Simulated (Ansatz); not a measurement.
Crystal: ZrC.

```
CELL_PARAMETERS angstrom
0.00000 2.36500 2.36500
2.36500 0.00000 2.36500
2.36500 2.36500 0.00000
ATOMIC_POSITIONS crystal
Zr 0.50000 0.50000 0.50000
C 0.00000 0.00000 0.00000
```

```yaml
Program: Ansatz 0.2.0
Task: relaxation of cell and atoms
Functional: PBEsol
Dispersion: D3(BJ)
Potentials_or_basis: all-electron LAPW, scalar-relativistic
Basis_error_allowed: 0.001 eV/atom
k_mesh: 10 × 10 × 10
Occupations: fermi-dirac, width 0.05 eV
Spin: no spin polarisation
```

At the start: volume 13.23 Å³/atom.

Q: Where does the relaxation end?

A: Over 5 steps the energy falls by 34.0 meV/atom and the volume is 12.45 Å³/atom (-5.9 %); space group Fm-3m (No. 225, to 0.05 Å).

Step by step:
| step | energy change (eV) | largest force (eV/Å) | volume (Å³) |
| --- | --- | --- | --- |
| 1 | 0.0000 | 0.0000 | 26.46 |
| 2 | -0.0674 | 0.0000 | 25.03 |
| 3 | -0.0679 | 0.0000 | 24.88 |
| 4 | -0.0679 | 0.0000 | 24.90 |
| 5 | -0.0679 | 0.0000 | 24.90 |

Final structure:
```cif
data_structure
_symmetry_space_group_name_H-M 'P 1'
_symmetry_Int_Tables_number 1
_cell_length_a 3.2776
_cell_length_b 3.2776
_cell_length_c 3.2776
_cell_angle_alpha 60.000
_cell_angle_beta 60.000
_cell_angle_gamma 60.000
_cell_volume 24.90
loop_
_atom_site_label
_atom_site_type_symbol
_atom_site_fract_x
_atom_site_fract_y
_atom_site_fract_z
_atom_site_occupancy
Zr1 Zr 0.50000 0.50000 0.50000 1
C1 C 0.00000 0.00000 0.00000 1
```
